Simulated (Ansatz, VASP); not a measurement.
# MgB2 in VASP and in Ansatz

Contents of INCAR:

```
SYSTEM = MgB2
  ALGO = Fast
  EDIFF = 1E-6
  ENCUT = 520
  GGA = PE
  ISIF = 2
  ISMEAR = 0
  LASPH = .TRUE.
  LCHARG = .TRUE.
  LELF = .TRUE.
  LORBIT = 11
  LREAL = .FALSE.
  LVHAR = .TRUE.
  LWAVE = .FALSE.
  NELM = 100
  PREC = Accurate
  SIGMA = 0.02
```

Contents of KPOINTS:

```
k-points
0
G
  10 10 8
  0 0 0
```

Contents of POSCAR:

```
MgB2
1.0
    3.0850000000      0.0000000000      0.0000000000
   -1.5425000000      2.6716883707      0.0000000000
    0.0000000000      0.0000000000      3.5230000000
Mg B
1 2
Direct
    0.0000000000      0.0000000000      0.0000000000
    0.6666666667      0.3333333333      0.5000000000
    0.3333333333      0.6666666667      0.5000000000
```

File input.yaml:

```yaml
crystal:
  lattice:
    - [3.085, 0.0, 0.0]
    - [-1.5425, 2.6716883707, 0.0]
    - [0.0, 0.0, 3.523]
  atoms:
    - { symbol: Mg, position: [0.0, 0.0, 0.0] }
    - { symbol: B, position: [0.6666666667, 0.3333333333, 0.5] }
    - { symbol: B, position: [0.3333333333, 0.6666666667, 0.5] }
hamiltonian:
  xc: pbe
  pseudopotentials: { kind: paw }
kpoints:
  mp_grid: { grid: [10, 10, 8] }
scf:
  occupations: { method: gaussian, width: 0.02 }
output:
  forces: true
  stress: true
  eigenvalues: true
```

Alike in both runs: functional PBE; k mesh 10 × 10 × 8; occupations gaussian, width 0.02 eV; no spin polarisation.

|  | VASP | Ansatz |
| --- | --- | --- |
| version | VASP 6.6.1 | Ansatz 0.2.0 |
| potentials or method | VASP PAW PBE potentials, release 64 (Mg, B) | Ansatz PAW |
| plane-wave cutoff (eV) | 520 | 420 |
| valence electrons in the cell | 8 | 16 |
| task | atomic charges | single point |

VASP gave:

| Quantity | Value |
| --- | --- |
| gap on the k mesh at the Fermi level (eV) | none |
| pressure (GPa) | -1.1 |
| largest component of the traceless stress (GPa) | 0.62 |

Question: What did Ansatz give for the same quantities?

Answer: gap on the k mesh at the Fermi level (eV): none; pressure (GPa): -0.9; largest component of the traceless stress (GPa): 0.53.

A gap of «none» marks a metal or a gap that the smearing closes. The two sets of potentials don't hold the same shells in valence.
